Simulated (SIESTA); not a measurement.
# TePb (Fm-3m) in SIESTA: notebook, part 2 of 2

SIESTA 5.4.2. The steps go on from the part before.

### Step 3. Single point, RPBE, 31.71 Å³/atom

TePb.fdf

```
SystemName                      TePb
SystemLabel                     TePb
NumberOfSpecies                 2
NumberOfAtoms                   2
%block ChemicalSpeciesLabel
  1  82 Pb
  2  52 Te
%endblock ChemicalSpeciesLabel

LatticeConstant                 1.0 Ang
%block LatticeVectors
     0.0000000000     3.1650427173     3.1650427173
     3.1650427173     0.0000000000     3.1650427173
     3.1650427173     3.1650427173     0.0000000000
%endblock LatticeVectors
AtomicCoordinatesFormat         Fractional
%block AtomicCoordinatesAndAtomicSpecies
     0.0000000000     0.0000000000     0.0000000000  1  Pb
     0.5000000000     0.5000000000     0.5000000000  2  Te
%endblock AtomicCoordinatesAndAtomicSpecies

%block kgrid.MonkhorstPack
    7   0   0  0.0
    0   7   0  0.0
    0   0   7  0.0
%endblock kgrid.MonkhorstPack
XC.Functional                   GGA
XC.Authors                      RPBE
PAO.BasisSize                   DZP
PAO.EnergyShift                 0.002 Ry
Mesh.Cutoff                     500 Ry
OccupationFunction              FD
ElectronicTemperature           0.05 eV
MaxSCFIterations                120
SCF.MustConverge                false
SCF.Mixer.Method                Pulay
SCF.Mixer.Weight                0.25
SCF.Mixer.History               8
SCF.DM.Tolerance                5.0e-05
SCF.H.Tolerance                 1.0e-03 eV
WriteForces                     true
Charge.Mulliken                 end
```

Potentials or basis: PseudoDojo 0.4 standard (PBE files), DZP (energy shift 0.002 Ry).

On the command line:

```sh
> siesta TePb.fdf > TePb.out 2>&1
```

It took 47 s on 1 thread of Intel Xeon Platinum 8259CL at 2.50GHz (Skylake/Cascade Lake), shared host; peak memory 0.27 GiB.

It converged, with:

| Property | Result |
| --- | --- |
| Free energy | -4770.9261 eV |
| Pressure | 8.2 GPa |

Caveat: this odd mesh misses L, where the gap lies, so gap, dielectric constants and Born charges aren't listed; semicore shells carry a single zeta, which can move pressures by several GPa and volumes by a few percent; the potentials were made for another functional, which shifts forces and pressure; the basis of atomic orbitals isn't converged, which shifts pressures, moduli and gaps.

### Step 4. Single point, RPBE, 32.38 Å³/atom

Edit TePb.fdf of step 3 so:

```diff
@@ -11,5 +11,5 @@
 %block LatticeVectors
-     0.0000000000     3.1650427173     3.1650427173
-     3.1650427173     0.0000000000     3.1650427173
-     3.1650427173     3.1650427173     0.0000000000
+     0.0000000000     3.1873324849     3.1873324849
+     3.1873324849     0.0000000000     3.1873324849
+     3.1873324849     3.1873324849     0.0000000000
 %endblock LatticeVectors
```

On the command line:

```sh
> siesta TePb.fdf > TePb.out 2>&1
```

It took 54 s on 1 thread of Intel Xeon Platinum 8259CL at 2.50GHz (Skylake/Cascade Lake), shared host; peak memory 0.27 GiB.

It converged, with:

```
Free energy : -4770.9894 eV
Pressure    : 6.9 GPa
```

Caveat: this odd mesh misses L, where the gap lies, so gap, dielectric constants and Born charges aren't listed; semicore shells carry a single zeta, which can move pressures by several GPa and volumes by a few percent; the potentials were made for another functional, which shifts forces and pressure; the basis of atomic orbitals isn't converged, which shifts pressures, moduli and gaps.

### Step 5. Single point, RPBE, 33.05 Å³/atom

Edit TePb.fdf of step 4 so:

```diff
@@ -11,5 +11,5 @@
 %block LatticeVectors
-     0.0000000000     3.1873324849     3.1873324849
-     3.1873324849     0.0000000000     3.1873324849
-     3.1873324849     3.1873324849     0.0000000000
+     0.0000000000     3.2093147829     3.2093147829
+     3.2093147829     0.0000000000     3.2093147829
+     3.2093147829     3.2093147829     0.0000000000
 %endblock LatticeVectors
```

On the command line:

```sh
> siesta TePb.fdf > TePb.out 2>&1
```

It took 47 s on 1 thread of Intel Xeon Platinum 8259CL at 2.50GHz (Skylake/Cascade Lake), shared host; peak memory 0.27 GiB.

Results (log left out):

- Free energy: -4771.0418 eV
- Pressure: 5.6 GPa

Caveat: this odd mesh misses L, where the gap lies, so gap, dielectric constants and Born charges aren't listed; semicore shells carry a single zeta, which can move pressures by several GPa and volumes by a few percent; the potentials were made for another functional, which shifts forces and pressure; the basis of atomic orbitals isn't converged, which shifts pressures, moduli and gaps.

### Step 6. Single point, RPBE, 33.73 Å³/atom

Edit TePb.fdf of step 5 so:

```diff
@@ -11,5 +11,5 @@
 %block LatticeVectors
-     0.0000000000     3.2093147829     3.2093147829
-     3.2093147829     0.0000000000     3.2093147829
-     3.2093147829     3.2093147829     0.0000000000
+     0.0000000000     3.2310000000     3.2310000000
+     3.2310000000     0.0000000000     3.2310000000
+     3.2310000000     3.2310000000     0.0000000000
 %endblock LatticeVectors
```

Potentials or basis: PseudoDojo 0.4 standard (PBE files), DZP (energy shift 0.002 Ry).

On the command line:

```sh
> siesta < TePb.fdf > TePb.out 2>&1
```

Wall time 76 s (1 thread of Intel Xeon Platinum 8259CL at 2.50GHz (Skylake/Cascade Lake), shared host); peak memory 0.29 GiB.

It converged, with:

| Quantity | Value |
| --- | --- |
| Free energy | -4771.0804 eV |
| Pressure | 4.5 GPa |

Caveat: this odd mesh misses L, where the gap lies, so gap, dielectric constants and Born charges aren't listed; semicore shells carry a single zeta, which can move pressures by several GPa and volumes by a few percent; the potentials were made for another functional, which shifts forces and pressure; the basis of atomic orbitals isn't converged, which shifts pressures, moduli and gaps.

### Step 7. Single point, RPBE, 34.40 Å³/atom

Edit TePb.fdf of step 6 so:

```diff
@@ -11,5 +11,5 @@
 %block LatticeVectors
-     0.0000000000     3.2310000000     3.2310000000
-     3.2310000000     0.0000000000     3.2310000000
-     3.2310000000     3.2310000000     0.0000000000
+     0.0000000000     3.2523979746     3.2523979746
+     3.2523979746     0.0000000000     3.2523979746
+     3.2523979746     3.2523979746     0.0000000000
 %endblock LatticeVectors
```

On the command line:

```sh
> siesta < TePb.fdf > TePb.out 2>&1
```

It took 79 s on 1 thread of Intel Xeon Platinum 8259CL at 2.50GHz (Skylake/Cascade Lake), shared host; peak memory 0.29 GiB.

It converged, with:

```
Free energy : -4771.1138 eV
Pressure    : 3.5 GPa
```

Caveat: this odd mesh misses L, where the gap lies, so gap, dielectric constants and Born charges aren't listed; semicore shells carry a single zeta, which can move pressures by several GPa and volumes by a few percent; the potentials were made for another functional, which shifts forces and pressure; the basis of atomic orbitals isn't converged, which shifts pressures, moduli and gaps.

### Step 8. Single point, RPBE, 35.08 Å³/atom

Edit TePb.fdf of step 7 so:

```diff
@@ -11,5 +11,5 @@
 %block LatticeVectors
-     0.0000000000     3.2523979746     3.2523979746
-     3.2523979746     0.0000000000     3.2523979746
-     3.2523979746     3.2523979746     0.0000000000
+     0.0000000000     3.2735180337     3.2735180337
+     3.2735180337     0.0000000000     3.2735180337
+     3.2735180337     3.2735180337     0.0000000000
 %endblock LatticeVectors
```

On the command line:

```sh
> siesta < TePb.fdf > TePb.out 2>&1
```

It took 77 s on 1 thread of Intel Xeon Platinum 8259CL at 2.50GHz (Skylake/Cascade Lake), shared host; peak memory 0.28 GiB.

It converged, with:

```
Free energy : -4771.1394 eV
Pressure    : 2.6 GPa
```

Caveat: this odd mesh misses L, where the gap lies, so gap, dielectric constants and Born charges aren't listed; semicore shells carry a single zeta, which can move pressures by several GPa and volumes by a few percent; the potentials were made for another functional, which shifts forces and pressure; the basis of atomic orbitals isn't converged, which shifts pressures, moduli and gaps.

### Step 9. Single point, RPBE, 35.75 Å³/atom

Edit TePb.fdf of step 8 so:

```diff
@@ -11,5 +11,5 @@
 %block LatticeVectors
-     0.0000000000     3.2735180337     3.2735180337
-     3.2735180337     0.0000000000     3.2735180337
-     3.2735180337     3.2735180337     0.0000000000
+     0.0000000000     3.2943690292     3.2943690292
+     3.2943690292     0.0000000000     3.2943690292
+     3.2943690292     3.2943690292     0.0000000000
 %endblock LatticeVectors
```

Potentials or basis: PseudoDojo 0.4 standard (PBE files), DZP (energy shift 0.002 Ry).

On the command line:

```sh
> siesta < TePb.fdf > TePb.out 2>&1
```

Run time: 75 s. Hardware: 1 thread of Intel Xeon Platinum 8259CL at 2.50GHz (Skylake/Cascade Lake), shared host; peak memory 0.29 GiB.

Results (log left out):

- Free energy: -4771.1575 eV
- Pressure: 1.7 GPa

Caveat: this odd mesh misses L, where the gap lies, so gap, dielectric constants and Born charges aren't listed; semicore shells carry a single zeta, which can move pressures by several GPa and volumes by a few percent; the potentials were made for another functional, which shifts forces and pressure; the basis of atomic orbitals isn't converged, which shifts pressures, moduli and gaps.

### Step 10. Equation of state, RPBE

Potentials or basis: PseudoDojo 0.4 standard (PBE files), DZP (energy shift 0.002 Ry).

This step only gathers the single runs of the series.

Results:

```yaml
Equilibrium_volume: outside the volumes run
```

Energy against volume, from the lowest point:
| volume (Å³/atom) | energy (meV/atom) |
| --- | --- |
| 31.706 | 115.72 |
| 32.380 | 84.08 |
| 33.055 | 57.87 |
| 33.730 | 38.56 |
| 34.404 | 21.85 |
| 35.079 | 9.06 |
| 35.753 | 0.00 |

Caveat: this odd mesh misses L, where the gap lies, so gap, dielectric constants and Born charges aren't listed; semicore shells carry a single zeta, which can move pressures by several GPa and volumes by a few percent; the potentials were made for another functional, which shifts forces and pressure; the basis of atomic orbitals isn't converged, which shifts pressures, moduli and gaps. The run has no spin-orbit coupling, so splittings on Pb, Te are missing.

### Step 11. Against experiment

Step 2. A measured gap of TePb is 0.19 eV (direct; 4.2 K; a printed reference work, monograph); the calculated 0.74 eV misses it by +0.55 eV. Spin-orbit coupling on Pb, Te is left out. The value is that of AM05 in an atomic basis (PseudoDojo 0.4 standard (PBEsol files), DZP (energy shift 0.002 Ry)), whose error adds to the functional's,, without temperature or zero-point motion.
